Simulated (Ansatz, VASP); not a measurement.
# Mg2Ge2N: VASP beside Ansatz

```
Mg Ge N
1.0
     3.26901    0.00000    0.00000
    -1.63450    2.83104    0.00000
     0.00000    0.00000    8.86506
Mg Ge N
2 2 1
Cartesian
  1.6345 0.9437 7.8376
  0.0000 1.8874 1.0274
  0.0000 1.8874 5.3472
  1.6345 0.9437 3.5179
  0.0000 0.0000 0.0000
```

Change from the starting cell: species swapped into the Ta2CS2 type (P-3m1, No. 164).

Alike in both runs: functional PBE; k mesh 12 × 12 × 4; occupations gaussian, width 0.1 eV; no spin polarisation.

Ansatz relaxed the structure, and its values are those at the end. VASP's run is a single point on that final structure, the one shown.

```csv
,VASP,Ansatz
version,VASP 6.6.1,Ansatz 0.2.0
potentials or method,"VASP PAW PBE potentials, release 64 (Mg, Ge_d, N)","scalar-relativistic, plane waves, PAW"
plane-wave cutoff (eV),520,420
valence electrons in the cell,37,53
```

VASP gave:

```
gap on the k mesh at the Fermi level (eV) : none
pressure (GPa)                            : -0.1
rms of the force components (eV/Å)        : 0.020
```

Problem. Which values does Ansatz return?

Solution. gap on the k mesh at the Fermi level (eV): none; pressure (GPa): 0.0; rms of the force components (eV/Å): 0.003.

A gap of «none» marks a metal or a gap that the smearing closes. With one functional, cell and mesh, what is left measures potentials, basis and numerics. The two sets of potentials don't hold the same shells in valence.
